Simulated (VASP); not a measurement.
# AlN (P6_3mc) in VASP: further runs, part 2 of 2

VASP 6.6.1.

### 4 Relaxation of shape and atoms at fixed volume, r2SCAN (a relaxed cell with its volume scaled by 0.98)

The input, INCAR:

```
SYSTEM = AlN
ALGO = Normal
EDIFF = 1E-7
EDIFFG = -0.01
ENCUT = 600
IBRION = 2
ISIF = 4
ISMEAR = 0
LASPH = .TRUE.
LCHARG = .FALSE.
LMIXTAU = .TRUE.
LREAL = .FALSE.
LWAVE = .FALSE.
METAGGA = R2SCAN
NELM = 80
NSW = 40
PREC = Accurate
SIGMA = 0.03
```

The input, KPOINTS:

```
k-points
0
G
  12 12 6
  0 0 0
```

The input, POSCAR:

```
AlN                                     
1.0
    3.0844673728      0.0000000000     -0.0000000000
   -1.5422336864      2.6712271020      0.0000000000
    0.0000000000      0.0000000000      4.9432084609
  Al              N             
     2     2
Direct
     0.3333333332999970    0.6666666667000030    0.9992188694120607
     0.6666666667000030    0.3333333332999970    0.4992188694120607
     0.3333333332999970    0.6666666667000030    0.3807811305879418
     0.6666666667000030    0.3333333332999970    0.8807811305879418
```

On the command line:

```bash
$ cat potpaw_PBE.64/Al/POTCAR potpaw_PBE.64/N/POTCAR > POTCAR
$ mpirun -np 1 vasp_std > vasp.out
```

Wall time 6.9 min (1 thread of Intel Xeon Platinum 8375C at 2.90GHz (Ice Lake), shared host); peak memory 0.2 GiB.

It converged, with:

- Free energy: -38.4441 eV
- Energy gained by relaxing: 0.0 meV/atom
- Ionic steps: 2
- Pressure after relaxing: 4.4 GPa
- Largest force after relaxing: 0.008 eV/Å
- Band gap on the k mesh: 5.12 eV, direct

Forces in eV/Å, atoms in the order of the input:
```
Al   0.000  0.000 -0.008
Al   0.000  0.000 -0.008
N    0.000  0.000  0.008
N    0.000  0.000  0.008
```

Stress tensor (GPa, compression positive):
```
4.44 0.00 0.00
0.00 4.44 0.00
0.00 0.00 4.35
```

Final structure:
```
Al N
1.0
     3.08543    0.00000    0.00000
    -1.54272    2.67206    0.00000
     0.00000    0.00000    4.94011
Al N
2 2
Direct
  0.33333 0.66667 0.99909
  0.66667 0.33333 0.49909
  0.33333 0.66667 0.38091
  0.66667 0.33333 0.88091
```

Levels at points of the mesh, in eV from the valence-band top:
| k point | band 4 | band 5 | band 6 | band 7 | band 8 | band 9 | band 10 | band 11 | band 12 |
| --- | --- | --- | --- | --- | --- | --- | --- | --- | --- |
| (0.00, 0.00, 0.00) | -0.91 | -0.91 | -0.24 | -0.24 | 0.00 | 5.12 | 7.72 | 11.80 | 12.19 |
| (0.50, 0.00, 0.00) | -4.28 | -3.44 | -2.18 | -1.80 | -0.72 | 6.50 | 6.63 | 9.24 | 11.42 |
| (0.00, 0.00, 0.50) | -3.41 | -0.58 | -0.58 | -0.58 | -0.58 | 7.45 | 7.45 | 11.50 | 11.50 |
| (0.50, 0.00, 0.50) | -5.76 | -1.53 | -1.53 | -1.41 | -1.41 | 6.08 | 6.08 | 10.28 | 10.28 |

Caveat: the PAW data sets were made with another functional, which shifts forces and pressure a little. A k mesh can miss the band edges.

### 5 Relaxation of shape and atoms at fixed volume, r2SCAN

INCAR is that of step 4.

KPOINTS is that of step 4.

Changes to POSCAR since step 4:

```diff
@@ -2,5 +2,5 @@
 1.0
-    3.0844673728      0.0000000000     -0.0000000000
-   -1.5422336864      2.6712271020      0.0000000000
-    0.0000000000      0.0000000000      4.9432084609
+    3.1053090008      0.0000000000     -0.0000000000
+   -1.5526545004      2.6892764813      0.0000000000
+    0.0000000000      0.0000000000      4.9766095313
   Al              N
```

On the command line:

```bash
$ cat potpaw_PBE.64/Al/POTCAR potpaw_PBE.64/N/POTCAR > POTCAR
$ mpirun -np 1 vasp_std > vasp.out
```

Run time: 4.5 min. Hardware: 1 thread of Intel Xeon Platinum 8375C at 2.90GHz (Ice Lake), shared host; peak memory 0.2 GiB.

The run converged. Its results:

```
Free energy                  : -38.4558 eV
Pressure after relaxing      : 0.0 GPa
Largest force after relaxing : 0.005 eV/Å
Band gap on the k mesh       : 4.93 eV, direct
```

Forces in eV/Å, atoms in the order of the input:
```
Al   0.000  0.000 -0.005
Al   0.000  0.000 -0.005
N    0.000  0.000  0.005
N    0.000  0.000  0.005
```

Final structure:
```cif
data_structure
_symmetry_space_group_name_H-M 'P 1'
_symmetry_Int_Tables_number 1
_cell_length_a 3.1053
_cell_length_b 3.1053
_cell_length_c 4.9766
_cell_angle_alpha 90.000
_cell_angle_beta 90.000
_cell_angle_gamma 120.000
_cell_volume 41.56
loop_
_atom_site_label
_atom_site_type_symbol
_atom_site_fract_x
_atom_site_fract_y
_atom_site_fract_z
_atom_site_occupancy
Al1 Al 0.33333 0.66667 0.99922 1
Al2 Al 0.66667 0.33333 0.49922 1
N1 N 0.33333 0.66667 0.38078 1
N2 N 0.66667 0.33333 0.88078 1
```

Levels at points of the mesh, in eV from the valence-band top:
| k point | band 4 | band 5 | band 6 | band 7 | band 8 | band 9 | band 10 | band 11 | band 12 |
| --- | --- | --- | --- | --- | --- | --- | --- | --- | --- |
| (0.00, 0.00, 0.00) | -0.88 | -0.88 | -0.22 | -0.22 | 0.00 | 4.93 | 7.55 | 11.63 | 12.06 |
| (0.50, 0.00, 0.00) | -4.22 | -3.39 | -2.14 | -1.77 | -0.71 | 6.45 | 6.57 | 9.07 | 11.27 |
| (0.00, 0.00, 0.50) | -3.38 | -0.56 | -0.56 | -0.56 | -0.56 | 7.27 | 7.27 | 11.33 | 11.33 |
| (0.50, 0.00, 0.50) | -5.67 | -1.50 | -1.50 | -1.39 | -1.39 | 6.00 | 6.00 | 10.16 | 10.16 |

Caveat: the relaxation stopped at its first step, so nothing moved; the PAW data sets were made with another functional, which shifts forces and pressure a little.

### 6 Relaxation of shape and atoms at fixed volume, r2SCAN (a relaxed cell with its volume scaled by 1.02)

INCAR is that of step 5.

KPOINTS is that of step 5.

Changes to POSCAR since step 5:

```diff
@@ -2,5 +2,5 @@
 1.0
-    3.1053090008      0.0000000000     -0.0000000000
-   -1.5526545004      2.6892764813      0.0000000000
-    0.0000000000      0.0000000000      4.9766095313
+    3.1258745604      0.0000000000     -0.0000000000
+   -1.5629372802      2.7070867783      0.0000000000
+    0.0000000000      0.0000000000      5.0095681708
   Al              N
```

Potentials or basis: VASP PAW PBE potentials, release 64 (Al, N).

On the command line:

```bash
$ cat potpaw_PBE.64/Al/POTCAR potpaw_PBE.64/N/POTCAR > POTCAR
$ mpirun -np 1 vasp_std > vasp.out
```

Wall time 7.5 min (1 thread of Intel Xeon Platinum 8375C at 2.90GHz (Ice Lake), shared host); peak memory 0.21 GiB.

The run converged. Its results:

```yaml
Free_energy: -38.4454 eV
Energy_gained_by_relaxing: 0.0 meV/atom
Ionic_steps: 2
Pressure_after_relaxing: -4.1 GPa
Largest_force_after_relaxing: 0.009 eV/Å
Band_gap_on_the_k_mesh: 4.75 eV, direct
```

Forces on the atoms (eV/Å):
```
Al   0.000  0.000  0.009
Al   0.000  0.000  0.009
N    0.000  0.000 -0.009
N    0.000  0.000 -0.009
```

Final structure:
```cif
data_structure
_symmetry_space_group_name_H-M 'P 1'
_symmetry_Int_Tables_number 1
_cell_length_a 3.1249
_cell_length_b 3.1249
_cell_length_c 5.0126
_cell_angle_alpha 90.000
_cell_angle_beta 90.000
_cell_angle_gamma 120.000
_cell_volume 42.39
loop_
_atom_site_label
_atom_site_type_symbol
_atom_site_fract_x
_atom_site_fract_y
_atom_site_fract_z
_atom_site_occupancy
Al1 Al 0.33333 0.66667 0.99925 1
Al2 Al 0.66667 0.33333 0.49925 1
N1 N 0.33333 0.66667 0.38075 1
N2 N 0.66667 0.33333 0.88075 1
```

Levels at points of the mesh, in eV from the valence-band top:
```
           k point  band 5  band 6  band 7  band 8  band 9  band 10  band 11  band 12
(0.00, 0.00, 0.00)   -0.87   -0.21   -0.21    0.00    4.75     7.39    11.45    11.92
(0.50, 0.00, 0.00)   -3.34   -2.10   -1.74   -0.70    6.40     6.50     8.89    11.12
(0.00, 0.00, 0.50)   -0.55   -0.55   -0.55   -0.55    7.10     7.10    11.15    11.15
(0.50, 0.00, 0.50)   -1.47   -1.47   -1.37   -1.37    5.93     5.93    10.03    10.03
```

Caveat: the PAW data sets were made with another functional, which shifts forces and pressure a little.

### 7 The runs side by side

| cell | gap on the mesh (eV) | pressure (GPa) | largest force (eV/Å) |
| --- | --- | --- | --- |
| atoms relaxed at fixed volume from: a relaxed cell with its volume scaled by 0.94 | 5.48 | 14.7 | - |
| atoms relaxed at fixed volume from: a relaxed cell with its volume scaled by 0.96 | 5.29 | 9.3 | - |
| atoms relaxed at fixed volume from: a relaxed cell with its volume scaled by 0.98 | 5.12 | 4.4 | 0.01 |
| atoms relaxed at fixed volume | 4.93 | 0.0 | - |
| atoms relaxed at fixed volume from: a relaxed cell with its volume scaled by 1.02 | 4.75 | -4.1 | 0.01 |

Alike in all rows: task relaxation of shape and atoms at fixed volume; level r2SCAN; potentials or basis VASP PAW PBE potentials, release 64 (Al, N); no spin polarisation; k mesh 12 × 12 × 6; cutoff (eV) 600; smearing gaussian 0.03 eV.

Caveats: the PAW data sets were made with another functional, which shifts forces and pressure a little; the relaxation stopped at its first step, so nothing moved (some runs).

Total energies depend on the potentials used, so only differences within one code and one set of settings carry meaning.

### 8 Comparison with measurements

Step 5. Against the measured gap of AlN, 6.034 eV (an exciton energy, a little under the gap; 10 K; quoted in “Self-assembly of well-separated AlN nanowires directly on sputtered metallic TiN films”, 2019, arxiv:1910.07391), the calculated 4.93 eV is off by -1.10 eV. 2 values of this kind are on record (6.034 to 6.0343 eV); this one was drawn at random. The value is that of r2SCAN on a finite k mesh, which can miss the band edges, without temperature or zero-point motion.
